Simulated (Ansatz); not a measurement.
HCl on a (100) slab of Au (Fm-3m (No. 225)), 4 planes, outer planes Au (top) and Au (bottom), 1 a cell of 33.7 Å², relaxed and still whole (its atoms last):

```
CELL_PARAMETERS angstrom
5.80279 0.00000 0.00000
0.00000 5.80279 0.00000
0.00000 0.00000 25.14819
ATOMIC_POSITIONS crystal
Au 0.25000 0.25000 0.31811
Au 0.25000 0.75000 0.31811
Au 0.75000 0.25000 0.31811
Au 0.75000 0.75000 0.31811
Au 0.50000 0.50000 0.39969
Au 0.50000 0.00000 0.39969
Au 0.00000 0.50000 0.39969
Au 0.00000 0.00000 0.39969
Au 0.74935 0.75070 0.48276
Au 0.74941 0.25045 0.48295
Au 0.24991 0.75068 0.48285
Au 0.25008 0.25028 0.48207
Au 0.00143 0.00291 0.56440
Au 0.99963 0.50132 0.56492
Au 0.49820 0.00213 0.56474
Au 0.49684 0.49858 0.56445
Cl 0.69926 0.77137 0.68268
H 0.82571 0.68304 0.64429
```

Level of theory: DFT PBE+D3(BJ), scalar-relativistic, plane waves, PAW in Ansatz 0.2.0. Settings: cutoff 420 eV, Γ-centred mesh 3×3×1 on the computed 18-atom cell, Gaussian smearing of 0.10 eV; no spin polarisation. The cell repeats along c with a dipole correction in the vacuum.

It binds with 0.31 eV a molecule against the clean slab and the free molecule (no zero-point or thermal terms); its shortest contact is H–Au 2.47 Å. Take first-order desorption with no barrier to adsorption, no reaction on the face and an assumed prefactor of 10^13 s⁻¹.

Q: How long does a molecule stay at 473 K?

A: τ = ν⁻¹·exp(E/k_BT) with k_BT = 0.0408 eV: E/k_BT = 7.6, so τ ≈ 2×10^-10 s. At about one hit a site a second (10⁻⁶ mbar) the coverage is near τ × 1 s⁻¹, so a layer needs more than atmospheric pressure.

Q: Where does its peak lie in a desorption experiment heated at 5 K/s?

A: The peak obeys E/(k_B·T_p²) = (ν/β)·exp(−E/k_BT_p). Solving gives T_p ≈ 121 K (E/k_BT_p = 29.7). An error of 0.1 eV in E moves it by about 39 K, and larger molecules have larger prefactors, which lowers it.

Q: Is this physisorption or chemisorption?

A: The tightest contact, Cl–Au 3.46 Å, is 1.45 times the sum of covalent radii, and deformation and lateral interaction add up to +0.01 eV; about 0.02 e cross the plane between them. This is physisorption.